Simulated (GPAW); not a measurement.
A run of GPAW 26.7.0:

Contents of run.py:

```python
from ase import Atoms
from ase.filters import FrechetCellFilter
from ase.io import write
from ase.optimize import LBFGS
from ase.units import GPa
from gpaw import GPAW, PW

atoms = Atoms(['Zr', 'B', 'B'],
              cell=[[3.17, 0.0, 0.0],
                    [-1.585, 2.74530053, 0.0],
                    [0.0, 0.0, 3.533]],
              scaled_positions=[[0.0, 0.0, 0.0],
                                [0.6666666667, 0.3333333333, 0.5],
                                [0.3333333333, 0.6666666667, 0.5]],
              pbc=True)

calc = GPAW(mode=PW(800),
            xc='MGGA_X_RSCAN+MGGA_C_RSCAN',
            kpts={'size': (7, 7, 5), 'gamma': True},
            occupations={'name': 'fermi-dirac', 'width': 0.05},
            nbands=20,
            convergence={'density': 1e-06, 'energy': 1e-06, 'eigenstates': 1e-10},
            maxiter=150,
            txt='gpaw.txt')
atoms.calc = calc
opt = LBFGS(FrechetCellFilter(atoms, scalar_pressure=20 * GPa), trajectory='relax.traj', logfile='-')
done = opt.run(fmax=0.01, steps=100)
calc.write('gs.gpw')
write('result.traj', atoms)
print('Converged:', done)
print('Cell:', atoms.cell.cellpar().round(4))
print('Volume:', round(atoms.get_volume(), 4))
print(atoms.get_scaled_positions().round(5))
```

Potentials or basis: GPAW PAW data sets (gpaw-data 1.2.1), pw.

Command:

```sh
$ OMP_NUM_THREADS=1 python run.py
```

Hardware: 1 thread of Arm Neoverse V2 (shared host).

Estimate the wall time of this run.

Run time: 4.8 min on 1 thread of Arm Neoverse V2 (shared host), peak memory 0.75 GiB. Counts: scf iterations 85, plane waves 1612, bands 20, k points 24, ion steps 6.
